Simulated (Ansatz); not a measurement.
**Calculated with Ansatz: Nb, vacancy hop by nudged elastic band**

The command:

```bash
ansatz run input.yaml --threads 4 --pin off --max-ram 8192MiB --backend cpu --events-out ev --progress --plain --runs-dir out
```

The input file (Ansatz 0.2.0, plane waves):

```yaml
crystal:
  lattice:
    - [-3.373672, 3.373672, 3.373672]
    - [3.373672, -3.373672, 3.373672]
    - [3.373672, 3.373672, -3.373672]
  atoms:
    - { symbol: Nb, position: [-0.00196029, -0.00658464, 0.00162682] }
    - { symbol: Nb, position: [-0.00239795, 0.50213325, 0.0037815] }
    - { symbol: Nb, position: [0.00258188, 0.5019384, 0.49758922] }
    - { symbol: Nb, position: [0.49607234, -0.00097684, -0.00428418] }
    - { symbol: Nb, position: [0.50769073, 0.00977135, 0.50115] }
    - { symbol: Nb, position: [0.50727037, 0.50273205, -0.00059115] }
    - { symbol: Nb, position: [0.49336446, 0.49141774, 0.49674144] }
kpoints:
  mp_grid: { grid: [3, 3, 3] }
magnetization:
  spin_polarized: false
scf:
  occupations: { method: fermi_dirac, width: 0.05 }
hamiltonian:
  pseudopotentials: { kind: paw }
  xc: pbe
basis:
  ecutwfc: 420
neb:
  images: 3
  relax_end_points: true
  climbing: true
  f_tol: 0.05
  max_iterations: 40
  order_check: false
  final_atoms:
    - { symbol: Nb, position: [-0.00196029, -0.00658464, 0.00162682] }
    - { symbol: Nb, position: [-0.00239795, 0.50213325, 0.0037815] }
    - { symbol: Nb, position: [0.00258188, 0.5019384, 0.49758922] }
    - { symbol: Nb, position: [0.49607234, -0.00097684, -0.00428418] }
    - { symbol: Nb, position: [0.50769073, 0.00977135, 0.50115] }
    - { symbol: Nb, position: [0.50727037, 0.50273205, -0.00059115] }
    - { symbol: Nb, position: [0.00566768, 0.00334111, 0.50408908] }
```

Origin of the cell: a database entry, scaled a little.

The cell is 2×2×2 cells of Nb with one Nb taken out; atom 7 (Nb) hops into the empty site, 3.32 Å away before the end points are relaxed. All atoms were shaken by about 0.02 Å first.

Output (shortened):

```
Warning: neb: disabling space-group detection — the band's intermediate images generally break the endpoint symmetry, so no spatial operation reduces the k-mesh or symmetrises the density, ex […]
Pseudopotentials: kind: paw
Pseudopotential: Nb, paw, valence charge 13, recommended cutoff 420 eV (normal), Nb.paw.azcp
Functional definition: PBE
  exchange = pbe_x(kappa = kappa, mu = beta*pi^2/3)
  correlation = pbe_c(beta = beta)
parallel-image band execution: 3 concurrent image workers
NEB image 0
Crystal: 7 atoms, lattice volume = 153.592 Å³
Basis set: ecut = 420 eV, 3043 PW (Γ), exchange–correlation on 80×80×80 points (8 copies of the dense FFT grid, shifted against one another)
Bands: 55, of which v1, the nominal top of the filled ones, is band 46 counted from 1 (45 counted from 0)
Symmetry: 1 space group operations
[… 3 lines left out …]
Initial density: superposition of atomic densities (neutral atoms: chi_scale 0, normalization atom), corrected by the library's trained network
Functional: x = pbe(κ = 0.804, μ = 0.219515), c = pbe(β = 0.066725)
SCF iter   1: F=—  HF=-31862.515707 eV  Δρ=5.14e-3  dr2=6.10e-2
SCF iter   2: F=—  HF=-31862.507385 eV  Δρ=2.64e-3  dr2=1.70e-2  defer=2
SCF iter   3: F=—  HF=-31862.504424 eV  Δρ=8.66e-4  dr2=3.17e-3  defer=2
SCF iter   4: F=—  HF=-31862.503823 eV  Δρ=2.85e-4  dr2=2.82e-4  defer=2
SCF iter   5: F=—  HF=-31862.503829 eV  Δρ=1.09e-4  dr2=2.93e-5  defer=2
SCF iter   6: F=—  HF=-31862.503834 eV  Δρ=2.78e-5  dr2=1.53e-6  defer=2
SCF iter   7: F=-31862.503836 eV  HF=-31862.503836 eV  Δρ=6.75e-6  dr2=6.27e-8
NEB iter   1: max|band force component| = 2.270e0 eV/Å  barrier→ = 2.7826 eV  barrier← = 2.7826 eV  Δτ_max = 0.1991 Å  (50 SCF iters)
NEB iter   2: max|band force component| = 8.784e-1 eV/Å  barrier→ = 1.0224 eV  barrier← = 1.0224 eV  Δτ_max = 0.1224 Å  (26 SCF iters)
NEB iter   3: max|band force component| = 1.336e-1 eV/Å  barrier→ = 0.6660 eV  barrier← = 0.6660 eV  CI = image 2  Δτ_max = 0.1957 Å  (22 SCF iters)
NEB iter   4: max|band force component| = 9.650e-1 eV/Å  barrier→ = 0.6389 eV  barrier← = 0.6389 eV  CI = image 1  Δτ_max = 0.0998 Å  (21 SCF iters)
NEB iter   5: max|band force component| = 8.094e-1 eV/Å  barrier→ = 0.6485 eV  barrier← = 0.6485 eV  CI = image 2  Δτ_max = 0.1518 Å  (18 SCF iters)
NEB iter   6: max|band force component| = 1.006e-1 eV/Å  barrier→ = 0.6569 eV  barrier← = 0.6569 eV  CI = image 2  Δτ_max = 0.0497 Å  (21 SCF iters)
NEB iter   7: max|band force component| = 1.282e-2 eV/Å  barrier→ = 0.6583 eV  barrier← = 0.6583 eV  CI = image 2  Δτ_max = 0.0000 Å  (18 SCF iters)
--- NEB band (5 images, 7 band iterations, 176 SCF iterations, 53 more in tests of the images' electronic states and relaxations of end points) ---
  forward barrier  = 0.658286 eV
  backward barrier = 0.658285 eV
  lagrangian_above_aufbau_ev (what the smearing adds, to first order; not taken off the barriers): saddle image -0.037406 eV, end points -0.069629 and -0.069629 eV
  climbing image's point = of an order that was not read
  energies are F+E_penalty+E_count in eV, relative to image 0
  image     s (Å)  Δ vs image 0  max|band force component| (eV/Å)
      0    0.0000      0.000000                                 —
      1    0.8736      0.611956                          5.220e-3
  *   2    1.7471      0.658286                          1.282e-2
      3    2.6198      0.611717                          1.973e-3
      4    3.4924      0.000000                                 —
```

The converged band:

| image | path over all atoms (Å) | ΔF (eV) | Nb x | y | z (Å) |
| --- | --- | --- | --- | --- | --- |
| 0 | 0.00 | 0.000 | 1.68 | 1.69 | 1.69 |
| 1 | 0.87 | 0.612 | 1.68 | 1.69 | 0.92 |
| 2 | 1.75 | 0.658 | 1.69 | 1.69 | 0.01 |
| 3 | 2.62 | 0.612 | 1.69 | 1.69 | -0.90 |
| 4 | 3.49 | 0.000 | 1.69 | 1.69 | -1.68 |

Relaxed start, forces in eV/Å:

```xyz
7
Lattice="-3.374 3.374 3.374 3.374 -3.374 3.374 3.374 3.374 -3.374" Properties=species:S:1:pos:R:3:forces:R:3 pbc="T T T" image=0
Nb   -0.003   -0.001    0.003    0.000    0.000    0.001
Nb    1.684   -1.688    1.690    0.000    0.000    0.000
Nb    3.371   -0.001    0.004    0.000    0.000    0.000
Nb   -1.690    1.686    1.690    0.000    0.000    0.000
Nb   -0.003    3.373    0.004    0.000    0.000   -0.001
Nb   -0.003   -0.001    3.377    0.000    0.000    0.000
Nb    1.684    1.686    1.690    0.000    0.000    0.000
```

Highest image (2), forces in eV/Å:

```xyz
7
Lattice="-3.374 3.374 3.374 3.374 -3.374 3.374 3.374 3.374 -3.374" Properties=species:S:1:pos:R:3:forces:R:3 pbc="T T T" image=2
Nb   -0.243   -0.241    0.009   -0.004   -0.004   -0.005
Nb    1.685   -1.688    1.695    0.001    0.004   -0.006
Nb    3.614   -0.241    0.010    0.004   -0.004   -0.008
Nb   -1.688    1.690    1.695   -0.001   -0.004   -0.005
Nb   -0.243    3.616    0.004   -0.004    0.004    0.012
Nb    0.240    0.243    3.379    0.004    0.004    0.010
Nb    1.686    1.688    0.007    0.000    0.000    0.001
```

Relaxed end, forces in eV/Å:

```xyz
7
Lattice="-3.374 3.374 3.374 3.374 -3.374 3.374 3.374 3.374 -3.374" Properties=species:S:1:pos:R:3:forces:R:3 pbc="T T T" image=4
Nb    0.000    0.003    0.011    0.000    0.000    0.002
Nb    1.687   -1.684    1.698    0.000    0.000    0.000
Nb    3.374    0.003    0.012    0.000    0.000    0.000
Nb   -1.687    1.690    1.698    0.000    0.000    0.000
Nb    0.001    3.376    0.012    0.000    0.000   -0.002
Nb    0.001    0.003    3.385    0.000    0.000    0.000
Nb    1.687    1.690   -1.675    0.000    0.000    0.000
```

Barrier of this path: 0.66 eV forwards, 0.66 eV backwards, after 7 band iterations.

Caveats: no moments, though an odd count or open d shells may carry them; the k mesh is coarse if the cell is a metal; a small cell with a neutral vacancy and no spin, whose shape can make like sites unlike; the cell is held at a rescaled volume, and strain moves barriers; the hop was drawn among near neighbours and need not be the easiest path; few images and a loose tolerance, and neither the top nor the ends were tested for their order.

Time: 110 s on 4 threads of Arm Neoverse V1, on a shared host, peak memory 0.81 GiB, from the program's own first density.
